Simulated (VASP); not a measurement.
# AlAu (Pm-3m) in VASP: further runs

One crystal, AlAu, is run at these levels: r2SCAN, PBEsol; tasks: single point.

Program: VASP 6.6.1. These are calculated values, not measurements. Logs are shortened: lines on timing, memory, paths and dates and some standing lists are left out, and cuts for length are marked.

## Step 1: The structure

It takes space group Pm-3m (No. 221, cubic). Conventional cell: a = 3.224 Å, b = 3.224 Å, c = 3.224 Å, α = 90.00°, β = 90.00°, γ = 90.00°. Al (site symmetry m-3m) has 8 Au at 2.79 Å as nearest neighbours. Au (site symmetry m-3m) has 8 Al at 2.79 Å as nearest neighbours.

The cell comes from a database or a generator and needn't be the stable form of this composition.

## Step 2: Single point, r2SCAN

File POSCAR:

```
AlAu
1.0
    3.2239420000      0.0000000000      0.0000000000
    0.0000000000      3.2239420000      0.0000000000
    0.0000000000      0.0000000000      3.2239420000
Al Au
1 1
Direct
    0.0000000000      0.0000000000      0.0000000000
    0.5000000000      0.5000000000      0.5000000000
```

File INCAR.step1:

```
PREC = Accurate
ENCUT = 520
ISMEAR = -1
SIGMA = 0.05
LREAL = False
LASPH = True
NELM = 100
NBANDS = 14
GGA = PE
ALGO = Normal
EDIFF = 1E-4
LWAVE = True
LCHARG = False
```

File INCAR.step2:

```
PREC = Accurate
ENCUT = 520
EDIFF = 1E-6
ISMEAR = -1
SIGMA = 0.05
LREAL = False
LASPH = True
NELM = 100
ALGO = Normal
ISIF = 2
LWAVE = False
LCHARG = True
METAGGA = R2SCAN
LMIXTAU = True
LELF = True
LVHAR = True
NBANDS = 14
ISTART = 1
```

File KPOINTS:

```
regular mesh
0
Gamma
  13 13 13
```

Potentials or basis: VASP PAW PBE potentials, release 64 (Al, Au).

Launch:

```sh
$ cat potpaw_PBE.64/Al/POTCAR potpaw_PBE.64/Au/POTCAR > POTCAR
$ cp INCAR.step1 INCAR
$ mpirun -np 1 vasp_std > vasp.out
$ cp INCAR.step2 INCAR
$ mpirun -np 1 vasp_std > vasp.out
```

OUTCAR:

```text
PREC = Accurate
   ENCUT = 520
   EDIFF = 1E-6
   ISMEAR = -1
   LREAL = False
   LASPH = True
   NELM = 100
   ISIF = 2
   METAGGA = R2SCAN
   ISTART = 1

 ion  position               nearest neighbor table
   1  0.000  0.000  0.000-   2 2.79   2 2.79   2 2.79   2 2.79   2 2.79   2 2.79   2 2.79   2 2.79

   2  0.500  0.500  0.500-   1 2.79   1 2.79   1 2.79   1 2.79   1 2.79   1 2.79   1 2.79   1 2.79

  LATTYP: Found a simple cubic cell.
 ALAT       =     3.2239420000

  Lattice vectors:

 A1 = (   3.2239420000,   0.0000000000,   0.0000000000)
 A2 = (   0.0000000000,   3.2239420000,   0.0000000000)
 A3 = (   0.0000000000,   0.0000000000,   3.2239420000)

Analysis of symmetry for initial positions (statically):
=====================================================================
 Subroutine PRICEL returns:
 Original cell was already a primitive cell.

 Routine SETGRP: Setting up the symmetry group for a
 simple cubic supercell.

 Subroutine GETGRP returns: Found 48 space group operations
 (whereof 48 operations were pure point group operations)
 out of a pool of 48 trial point group operations.

The static configuration has the point symmetry O_h .

Analysis of symmetry for dynamics (positions and initial velocities):
=====================================================================
 Subroutine PRICEL returns:
 Original cell was already a primitive cell.

 Routine SETGRP: Setting up the symmetry group for a
 simple cubic supercell.

 Subroutine GETGRP returns: Found 48 space group operations
 (whereof 48 operations were pure point group operations)
 out of a pool of 48 trial point group operations.

The dynamic configuration has the point symmetry O_h .

 Subroutine INISYM returns: Found 48 space group operations
 (whereof 48 operations are pure point group operations),
 and found     1 'primitive' translations

----------------------------------------------------------------------------------------

                                     Primitive cell

  volume of cell :      33.5090

  direct lattice vectors                    reciprocal lattice vectors
     3.223942000  0.000000000  0.000000000     0.310179277  0.000000000  0.000000000
     0.000000000  3.223942000  0.000000000     0.000000000  0.310179277  0.000000000
     0.000000000  0.000000000  3.223942000     0.000000000  0.000000000  0.310179277

  length of vectors
[... 92 lines left out ...]
   PSTRESS=    0.0 pullay stress
   NELECT =      14.0000    total number of electrons
   NUPDOWN=      -1.0000    fix difference up-down
   EMIN   =  10.00;   EMAX   =-10.00  energy-range for DOS
   EFERMI =   0.00;   METHOD = LEGACY
   ISMEAR =    -1;   SIGMA  =   0.05  broadening in eV -4-tet -1-fermi 0-gaus
   EFERMI_NEDOS =   21; number of points for ismear=-14 and -15
   IALGO  =     38    algorithm
   IMIX   =      4    mixing-type and parameters
     AMIX     =   0.40;   BMIX     =  1.00
     AMIX_MAG =   1.60;   BMIX_MAG =  1.00
  volume/ion in A,a.u.               =      16.75       113.06
  Fermi-wavevector in a.u.,A,eV,Ry     =   1.223856  2.312752 20.379123  1.497823
  Thomas-Fermi vector in A             =   2.358952
   LORBIT       =      0    0 simple, 1 ext, 2 COOP (PROOUT), +10 PAW based schemes
   METAGGA = R2SCAN    functional components
   LHFCALC =     F    Hartree Fock is set to
   AEXX    =    0.0000 exact exchange contribution
   IVDW    =     0    specifies the selected vdW correction
   LEPSILON=     F    determine dielectric tensor
   LRPA    =     F    only Hartree local field effects (RPA)
 non-spin polarized calculation
  energy-cutoff  :      520.00
  volume of cell :       33.51
 maximum number of plane-waves:       922
 NGX is ok and might be reduce to    24
   NGX = 11   NGY = 11   NGZ = 11

 number of electron      14.0000002 magnetization

 Free energy of the ion-electron system (eV)
  ---------------------------------------------------
  ext. energy  EPLUGINS =         0.00000000
  ---------------------------------------------------
  free energy    TOTEN  =       -57.78256027 eV

  energy without entropy =      -57.77622138  energy(sigma->0) =      -57.77939083

 E-fermi :   9.5807     XC(G=0): -12.4506

 val. band max:        9.5466926645   @ k =   0.3077   0.3077   0.0000
 cond. band min:       9.6017869750   @ k =   0.3077   0.3077   0.2308
 fundamental gap:      0.0550943105
 Fermi energy:         9.5807068473

 k-point     1 :       0.0000    0.0000    0.0000
  band No.  band energies     occupation
      1      -2.4136      2.00000
      2       2.6029      2.00000
      3       2.6029      2.00000
      4       4.5691      2.00000
      5       4.5691      2.00000
      6       4.5691      2.00000
      7      12.5456      0.00000
      8      12.5456      0.00000
      9      12.5456      0.00000
     10      16.9917      0.00000
     11      17.1865      0.00000
     12      17.1865      0.00000
     13      27.0993      0.00000
     14      27.0993      0.00000
[... 377 lines left out ...]
      1       0.9253      2.00000
      2       2.3034      2.00000
      3       3.7878      2.00000
      4       3.8843      2.00000
      5       4.0898      2.00000
      6       4.2530      2.00000
      7       7.2417      2.00000
      8       9.9424      0.00144
      9      13.2344      0.00000
     10      17.0870      0.00000
     11      18.7655      0.00000
     12      20.3544      0.00000
     13      22.0965      0.00000
     14      24.0458      0.00000

 [... further k-points ...]

------------------------ aborting loop because EDIFF is reached ----------------------------------------

  FORCE on cell =-STRESS in cart. coord.  units (eV):
  Direction    XX          YY          ZZ          XY          YZ          ZX
  --------------------------------------------------------------------------------------
  -------------------------------------------------------------------------------------
  Total       -1.0464783     -1.0464783     -1.0464783     -0.0000000     -0.0000000      0.0000000
  in kB      -50.0356049    -50.0356049    -50.0356049     -0.0000000     -0.0000000      0.0000000
  external PRESSURE =     -50.0356049 kB  Pullay stress =       0.0000000 kB

 VOLUME and BASIS-vectors are now :
 -----------------------------------------------------------------------------
  energy-cutoff  :      520.00
  volume of cell :       33.51
      direct lattice vectors                 reciprocal lattice vectors
     3.223942000  0.000000000  0.000000000     0.310179277  0.000000000  0.000000000
     0.000000000  3.223942000  0.000000000     0.000000000  0.310179277  0.000000000
     0.000000000  0.000000000  3.223942000     0.000000000  0.000000000  0.310179277

 POSITION                                       TOTAL-FORCE (eV/Angst)
 -----------------------------------------------------------------------------------
      0.00000      0.00000      0.00000         0.000000      0.000000      0.000000
      1.61197      1.61197      1.61197         0.000000      0.000000      0.000000
 -----------------------------------------------------------------------------------
    total drift:                                0.000000     -0.000000     -0.000000

  FREE ENERGIE OF THE ION-ELECTRON SYSTEM (eV)
  ---------------------------------------------------
  free  energy   TOTEN  =       -57.7825602661 eV

  energy  without entropy=      -57.7762213843  energy(sigma->0) =      -57.77939083
```

OSZICAR.step1:

```text
N       E                     dE             d eps       ncg     rms          rms(c)
DAV:   1     0.546587619573E+02    0.54659E+02   -0.62664E+03  2376   0.867E+02
DAV:   2    -0.710893671116E+01   -0.61768E+02   -0.56270E+02  2844   0.179E+02
DAV:   3    -0.825442508355E+01   -0.11455E+01   -0.11403E+01  2934   0.232E+01
DAV:   4    -0.826077761028E+01   -0.63525E-02   -0.63521E-02  2808   0.212E+00
DAV:   5    -0.826085835210E+01   -0.80742E-04   -0.80743E-04  2982   0.240E-01    0.819E+00
DAV:   6    -0.753123626520E+01    0.72962E+00   -0.29219E+00  2484   0.151E+01    0.516E+00
DAV:   7    -0.749420014672E+01    0.37036E-01   -0.50635E-02  2514   0.211E+00    0.281E+00
DAV:   8    -0.747671344682E+01    0.17487E-01   -0.12575E-02  2682   0.746E-01    0.310E-01
DAV:   9    -0.747661515445E+01    0.98292E-04   -0.39701E-04  2892   0.164E-01
   1 F= -.74766152E+01 E0= -.74734580E+01  d E =-.631437E-02
```

It took 29 s on 1 thread of Intel Xeon 6975P-C (Granite Rapids), shared host; peak memory 0.17 GiB.

What came out:

| Item | Value |
| --- | --- |
| Free energy | -57.7826 eV |
| Pressure | -5.0 GPa |
| Band gap on the k mesh | none (metal or under the smearing width) |

Caveat: the PAW data sets were made with another functional, which shifts forces and pressure a little. Spin-orbit coupling is left out, which matters for the levels of Au.

## Step 3: Single point, PBEsol (functional pbesol, volume scaled by 0.96)

File INCAR:

```
PREC = Accurate
ENCUT = 520
EDIFF = 1E-7
ISMEAR = -1
SIGMA = 0.05
LREAL = F
LASPH = T
NELM = 100
ALGO = Fast
ISIF = 2
LWAVE = F
LCHARG = T
GGA = PS
LELF = T
LVHAR = T
NBANDS = 14
```

File KPOINTS:

```
Automatic mesh
0
Gamma
  13 13 13
```

File POSCAR:

```
AlAu
1.0
    3.1803698749      0.0000000000      0.0000000000
    0.0000000000      3.1803698749      0.0000000000
    0.0000000000      0.0000000000      3.1803698749
Al Au
1 1
Direct
    0.0000000000      0.0000000000      0.0000000000
    0.5000000000      0.5000000000      0.5000000000
```

Potentials or basis: VASP PAW PBE potentials, release 64 (Al, Au).

Launch:

```sh
$ cat potpaw_PBE.64/Al/POTCAR potpaw_PBE.64/Au/POTCAR > POTCAR
$ mpirun -np 1 vasp_std > vasp.out
```

Wall time 10 s (1 thread of Intel Xeon 6975P-C (Granite Rapids), shared host); peak memory 0.16 GiB.

Results (log left out):

- Free energy: -8.5941 eV
- Pressure: -0.5 GPa
- Band gap on the k mesh: none (metal or under the smearing width)

Levels at points of the mesh, in eV from the Fermi level:
| k point | band 3 | band 4 | band 5 | band 6 | band 7 | band 8 | band 9 | band 10 | band 11 | band 12 |
| --- | --- | --- | --- | --- | --- | --- | --- | --- | --- | --- |
| (0.00, 0.00, 0.00) | -6.90 | -4.87 | -4.87 | -4.87 | 2.82 | 2.82 | 2.82 | 7.07 | 7.47 | 7.47 |

Caveat: the PAW data sets were made with another functional, which shifts forces and pressure a little.
